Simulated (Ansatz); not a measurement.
# Gallium, bcc under revPBE: from relaxation to bulk modulus

What does revPBE give for gallium in the bcc structure? We relax it, solve it on a dense k-mesh, then scale the cell to 7 volumes from 88 to 112 % of the relaxed one and try a fit of the equation of state. Spin polarisation is left out. The k-meshes are 13×13×13 for the relaxation; 21×21×21 for the dense run; 15×15×15 for the volumes.

Method: DFT revPBE, plane waves (420 eV) with PAW, scalar-relativistic; the PAW data stem from PBE, with regenerated cores, in Ansatz 0.2.0.

## Step 1: The structure to begin with

It takes space group Im-3m (No. 229, cubic). Conventional cell: a = 3.397 Å, b = 3.397 Å, c = 3.397 Å, α = 90.00°, β = 90.00°, γ = 90.00°. Ga (site symmetry m-3m) is surrounded by 8 Ga at 2.94 Å.

As a file:

```
CELL_PARAMETERS angstrom
-1.69835 1.69835 1.69835
1.69835 -1.69835 1.69835
1.69835 1.69835 -1.69835
ATOMIC_POSITIONS crystal
Ga 0.00000 0.00000 0.00000
```

## Step 2: Relaxing cell and atoms

The input, input.yaml:

```yaml
crystal:
  lattice:
    - [-1.6983540166, 1.6983540166, 1.6983540166]
    - [1.6983540166, -1.6983540166, 1.6983540166]
    - [1.6983540166, 1.6983540166, -1.6983540166]
  atoms:
    - { symbol: Ga, position: [0.0, 0.0, 0.0] }
hamiltonian:
  xc: revpbe
  pseudopotentials:
    kind: paw
    azcp:
      Ga: "pseudopotentials/Ga.paw.azcp"
basis:
  ecutwfc: 420
  fft_grid_basis: typed
kpoints:
  mp_grid: { grid: [13, 13, 13], shift: [0, 0, 0] }
magnetization:
  spin_polarized: false
scf:
  occupations: { method: fermi_dirac, width: 0.1 }
relax:
  max_steps: 60
  f_tol: 0.01
  cell: {}
```

The run is started by

```console
> ansatz run input.yaml --threads 2 --pin off --max-ram 5120MiB --backend cpu --events-out ev --progress --plain --runs-dir out
```

The runs that follow: The energy on a finer k-mesh; The cell scaled to 88 % of its volume; The cell scaled to 92 % of its volume; The cell scaled to 96 % of its volume; The cell scaled to 100 % of its volume; The cell scaled to 104 % of its volume; The cell scaled to 108 % of its volume; The cell scaled to 112 % of its volume.

**Question.** What will these runs give? Wanted: space group; conventional cell; volume; shortest distance; gap on the mesh; relative to alpha-Ga; V₀, B₀, B₀′.

As calculated:

| quantity | value |
| --- | --- |
| space group (spins left aside) | Im-3m (No. 229) |
| conventional cell | a = 3.403 Å |
| volume | 19.696 Å³/atom |
| shortest distance | 2.947 Å |
| gap on the mesh | none (levels filled in part) |
| relative to alpha-Ga (Cmce) | +31 meV/atom |
| V₀, B₀, B₀′ | 19.684 Å³/atom, 43 GPa, 5.2 |

In words: From the guessed start the volume grew by 0.5 % in 3 steps. Against the reference form of gallium (alpha-Ga (Cmce), computed apart with the same settings) it stands 31 meV/atom higher. No gap shows: it is a metal or semimetal at this level. B₀ comes out at 43 GPa. The symmetry was held, so the structure may be unstable against distortions that break it.
